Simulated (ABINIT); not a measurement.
# Ag (P6_3/mmc) in ABINIT: settings compared, part 2 of 2

ABINIT 10.8.3 (patched build). The steps go on from the part before.

## (3) Relaxation of cell and atoms, PBEsol

run.abi reads:

```
# Pseudopotentials
pp_dirpath "./"
pseudos "Ag.GGA_PBE-JTH.xml"

# Structure
acell 3*1.0 Angstrom
rprim
     2.9300000000     0.0000000000     0.0000000000
    -1.4650000000     2.5374544331     0.0000000000
     0.0000000000     0.0000000000     4.7900000000
ntypat 1
znucl 47
natom 2
typat 1 1
xred
     0.6666666667     0.3333333333     0.7500000000
     0.3333333333     0.6666666667     0.2500000000
chkprim 0
chksymtnons 0
tolsym 1.0e-6

# Plane-wave basis
ecut 17.0
pawecutdg 34.0
pawxcdev 0

# k points
kptopt 1
ngkpt 10 10 6
nshiftk 1
shiftk 0.0 0.0 0.0

# Exchange and correlation
ixc -116133

# Bands and occupations
nband 15
occopt 3
tsmear 0.05 eV

# SCF cycle
nstep 100
tolvrs 1.0e-9

# Output
iomode 3
prtwf 0
prtden 0
prteig 0
prtebands 0

# Relaxation
ionmov 22
ntime 60
tolmxf 5.0e-5
optcell 2
dilatmx 1.08
ecutsm 0.5
```

Potentials or basis: JTH PAW PBE v2.0.

Launch:

```sh
$ abinit run.abi > log 2>&1
```

run.abo:

```text
.Version 10.8.3 of ABINIT
 Symmetries : space group P6_3/m m c (#194); Bravais hP (primitive hexag.)
================================================================================
 Values of the parameters that define the memory need of the present run
     intxc =       0    ionmov =      22      iscf =      17    lmnmax =      18
     lnmax =       6     mgfft =      40  mpssoang =       3    mqgrid =    3001
     natom =       2  nloc_mem =       2    nspden =       1   nspinor =       1
    nsppol =       1      nsym =      24    n1xccc =       1    ntypat =       1
    occopt =       3   xclevel =       2
       mpw =        1035          nfft =       23040          nkpt =          56
 PAW method is used; the additional fine FFT grid is defined by:
   mgfftf=        54    nfftf =     55296
================================================================================
================================================================================

--------------------------------------------------------------------------------
------------- Echo of variables that govern the present computation ------------
--------------------------------------------------------------------------------
 -outvars: echo values of preprocessed input variables --------
            acell      1.8897261259E+00  1.8897261259E+00  1.8897261259E+00 Bohr
              amu      1.07868200E+02
          chkprim           0
      chksymtnons           0
          dilatmx      1.08000000E+00
             ecut      1.70000000E+01 Hartree
           ecutsm      5.00000000E-01 Hartree
           ionmov          22
                       outvar_i_n : Printing only first  50 k-points.
              ixc     -116133
                       outvar_i_n : Printing only first  50 k-points.
         kptrlatt       10    0    0      0   10    0      0    0    6
          kptrlen      5.43107289E+01
            natom           2
            nband          15
            ngfft          24      24      40
          ngfftdg          32      32      54
             nkpt          56
            nstep         100
             nsym          24
            ntime          60
           ntypat           1
                       prtocc : prtvol=0, do not print more k-points.
           occopt           3
          optcell           2
        pawecutdg      3.40000000E+01 Hartree
         pawxcdev           0
           prtden           0
        prtebands           0
           prteig           0
            prtwf           0
            rprim      2.9300000000E+00  0.0000000000E+00  0.0000000000E+00
                      -1.4650000000E+00  2.5374544331E+00  0.0000000000E+00
                       0.0000000000E+00  0.0000000000E+00  4.7900000000E+00
          spgroup         194
           tolsym      1.00000000E-06
           tolvrs      1.00000000E-09
           tsmear      1.83746611E-03 Hartree
            typat      1  1
           useylm           1
                       outvars : Printing only first  50 k-points.
           xangst      1.4650000000E+00  8.4581814437E-01  3.5925000000E+00
                       1.2158578251E-17  1.6916362887E+00  1.1975000000E+00
            xcart      2.7684487745E+00  1.5983646452E+00  6.7888411073E+00
                       2.2976382975E-17  3.1967292904E+00  2.2629470358E+00
             xred      6.6666666667E-01  3.3333333333E-01  7.5000000000E-01
                       3.3333333333E-01  6.6666666667E-01  2.5000000000E-01
            znucl       47.00000

================================================================================

 chkinp: Checking input parameters for consistency.

================================================================================
== DATASET  1 ==================================================================

--- !DatasetInfo
iteration_state: {dtset: 1, }
[... 40 lines left out ...]
--- Iteration: ( 1/60) Internal Cycle: (1/1)
--------------------------------------------------------------------------------

---SELF-CONSISTENT-FIELD CONVERGENCE--------------------------------------------
[... 566 lines left out ...]
 Difference of energy with previous step (new-old):
           Absolute (Ha)=-3.24748E-07
           Relative     =-4.24705E-09

 At Broyd/MD step   6, gradients are converged :
  max grad (force/stress) = 3.7000E-05 < tolmxf= 5.0000E-05 ha/bohr (free atoms)

================================================================================

 ----iterations are completed or convergence reached----

 Mean square residual over all n,k,spin=   71.887E-12; max=  59.257E-09
 reduced coordinates (array xred) for    2 atoms
       0.666666666667      0.333333333333      0.750000000000
       0.333333333333      0.666666666667      0.250000000000
 rms dE/dt=  2.7755E-28; max dE/dt=  5.3853E-28; dE/dt below (all hartree)
    1       0.000000000000     -0.000000000000      0.000000000000
    2      -0.000000000000      0.000000000000      0.000000000000

 cartesian coordinates (angstrom) at end:
    1      1.43844021856488     0.83048384740541     3.50704344003722
    2      0.00000000000000     1.66096769481082     1.16901448001240

 cartesian forces (hartree/bohr) at end:
    1     -0.00000000000000     0.00000000000000    -0.00000000000000
    2      0.00000000000000    -0.00000000000000    -0.00000000000000
 frms,max,avg= 5.4130424E-29 9.2935403E-29   0.000E+00  0.000E+00  0.000E+00 h/b

 cartesian forces (eV/Angstrom) at end:
    1     -0.00000000000000     0.00000000000000    -0.00000000000000
    2      0.00000000000000    -0.00000000000000    -0.00000000000000
 frms,max,avg= 2.7834983E-27 4.7789306E-27   0.000E+00  0.000E+00  0.000E+00 e/A
 length scales=  5.436516123157  5.436516123176  8.836468817776 bohr
              =  2.876880437130  2.876880437140  4.676057920050 angstroms
 Fermi (or HOMO) energy (hartree) =   0.13922   Average Vxc (hartree)=  -0.46439
 Eigenvalues (hartree) for nkpt=  56  k points:
 kpt#   1, nband= 15, wtk=  0.00167, kpt=  0.0000  0.0000  0.0000 (reduced coord)
  -0.15251   -0.09842   -0.03656   -0.03363   -0.03363   -0.02430   -0.02430   -0.01179
  -0.01179    0.02762    0.02762    0.12306    0.27743    0.73370    0.81592
      occupation numbers for kpt#   1
   2.00000    2.00000    2.00000    2.00000    2.00000    2.00000    2.00000    2.00000
   2.00000    2.00000    2.00000    1.99970    0.00000    0.00000    0.00000
 prteigrs : prtvol=0 or 1, do not print more k-points.

--- !EnergyTerms
iteration_state     : {dtset: 1, itime: 6, icycle: 1, }
comment             : Components of total free energy in Hartree
kinetic             :  2.01754201332623E+01
hartree             :  1.18432999696803E+01
xc                  : -2.43456746476795E+01
Ewald energy        : -7.22656562124703E+01
psp_core            :  7.86684942422230E+00
local_psp           : -3.03905498535352E+01
PAW spherical_terms :  1.06521108619025E+01
internal            : -7.64642003246176E+01
'-kT*entropy'       : -2.20340194088282E-04
total_energy        : -7.64644206648117E+01
total_energy_eV     : -2.08070288478536E+03
...

--- !EnergyTermsDC
iteration_state     : {dtset: 1, itime: 6, icycle: 1, }
comment             : '"Double-counting" decomposition of free energy'
band_energy         : -4.31333475382365E-01
Ewald energy        : -7.22656562124703E+01
psp_core            :  7.86684942422230E+00
xc_dc               : -2.83295204717904E+01
PAW spherical_terms :  1.66954607394811E+01
internal            : -7.64641999959397E+01
'-kT*entropy'       : -2.20340194088282E-04
total_energy_dc     : -7.64644203361338E+01
total_energy_dc_eV  : -2.08070287584158E+03
...

--- !EnergyTermsWithPAWCore
iteration_state     : {dtset: 1, itime: 6, icycle: 1, }
comment             : 'Components of total free energy, including PAW core contributions'
Total energy        : -1.06272627423608E+04
Total energy DC     : -1.06272627420321E+04
Total energy (eV)   : -2.89182551219902E+05
Total energy DC (eV): -2.89182551210959E+05
...

 Cartesian components of stress tensor (hartree/bohr^3)
  sigma(1 1)= -3.70004264E-07  sigma(3 2)=  0.00000000E+00
  sigma(2 2)= -3.70004582E-07  sigma(3 1)=  0.00000000E+00
  sigma(3 3)= -1.34793840E-07  sigma(2 1)=  0.00000000E+00

-Cartesian components of stress tensor (GPa)         [Pressure=  8.5792E-03 GPa]
- sigma(1 1)= -1.08859013E-02  sigma(3 2)=  0.00000000E+00
- sigma(2 2)= -1.08859106E-02  sigma(3 1)=  0.00000000E+00
- sigma(3 3)= -3.96577168E-03  sigma(2 1)=  0.00000000E+00

== END DATASET(S) ==============================================================
================================================================================

 -outvars: echo values of variables after computation  --------
            acell      5.4365161232E+00  5.4365161232E+00  8.8364688178E+00 Bohr
           etotal     -7.6464420336E+01
            fcart     -1.2382218512E-29  9.2935403481E-29 -0.0000000000E+00
                       1.2382218512E-29 -9.2935403481E-29 -0.0000000000E+00
            rprim      1.0000000000E+00  0.0000000000E+00  0.0000000000E+00
                      -5.0000000000E-01  8.6602540379E-01  0.0000000000E+00
                       0.0000000000E+00  0.0000000000E+00  1.0000000000E+00
           strten     -3.7000426397E-07 -3.7000458185E-07 -1.3479383968E-07
                       0.0000000000E+00  0.0000000000E+00  0.0000000000E+00
           xangst      1.4384402186E+00  8.3048384741E-01  3.5070434400E+00
                       5.8205925339E-17  1.6609676948E+00  1.1690144800E+00
             xred      6.6666666667E-01  3.3333333333E-01  7.5000000000E-01
                       3.3333333333E-01  6.6666666667E-01  2.5000000000E-01
 Calculation completed.
```

It took 62 s on 1 thread of AMD EPYC 9R45 (Zen 5), shared host; peak memory 0.14 GiB.

What came out:

- Free energy: -2080.7029 eV
- Relaxed volume: 16.76 Å³/atom
- Relaxed cell: a = 2.877 Å, b = 2.877 Å, c = 4.676 Å, α = 90.00°, β = 90.00°, γ = 120.00°
- Space group after relaxing (to 0.05 Å): P6_3/mmc (No. 194)
- Energy gained by relaxing: 20.9 meV/atom
- Ionic steps: 6
- Pressure after relaxing: 0.0 GPa
- Band gap on the k mesh: none (metal or under the smearing width)
- Valence electrons inside the program's atomic spheres: Ag 9.83 (radii [1.331] Å)

The path:
```tsv
step	energy change (eV)	largest force (eV/Å)	pressure (GPa)	volume (Å³)
1	0.0000	0.0000	-5.94	35.61
2	-0.0208	0.0000	-4.38	34.97
3	-0.0414	0.0000	0.69	33.32
4	-0.0418	0.0000	-0.05	33.53
5	-0.0418	0.0000	-0.01	33.52
6	-0.0419	0.0000	0.01	33.52
```

Final structure:
```cif
data_structure
_symmetry_space_group_name_H-M 'P 1'
_symmetry_Int_Tables_number 1
_cell_length_a 2.8769
_cell_length_b 2.8769
_cell_length_c 4.6761
_cell_angle_alpha 90.000
_cell_angle_beta 90.000
_cell_angle_gamma 120.000
_cell_volume 33.52
loop_
_atom_site_label
_atom_site_type_symbol
_atom_site_fract_x
_atom_site_fract_y
_atom_site_fract_z
_atom_site_occupancy
Ag1 Ag 0.66667 0.33333 0.75000 1
Ag2 Ag 0.33333 0.66667 0.25000 1
```

Levels at points of the mesh, in eV from the Fermi level:
```tsv
k point	band 8	band 9	band 10	band 11	band 12	band 13	band 14	band 15
(0.00, 0.00, 0.00)	-4.11	-4.11	-3.04	-3.04	-0.44	3.76	16.18	18.41
(0.50, 0.00, 0.00)	-2.91	-2.83	-2.76	0.09	1.58	7.04	7.27	9.61
(0.00, 0.00, 0.50)	-4.57	-3.36	-3.36	-3.36	-3.36	11.43	11.43	16.59
(0.50, 0.00, 0.50)	-3.10	-2.82	-2.82	0.72	0.72	4.69	4.69	13.83
```

Caveat: the PAW data sets were made with another functional, which shifts forces and pressure a little.
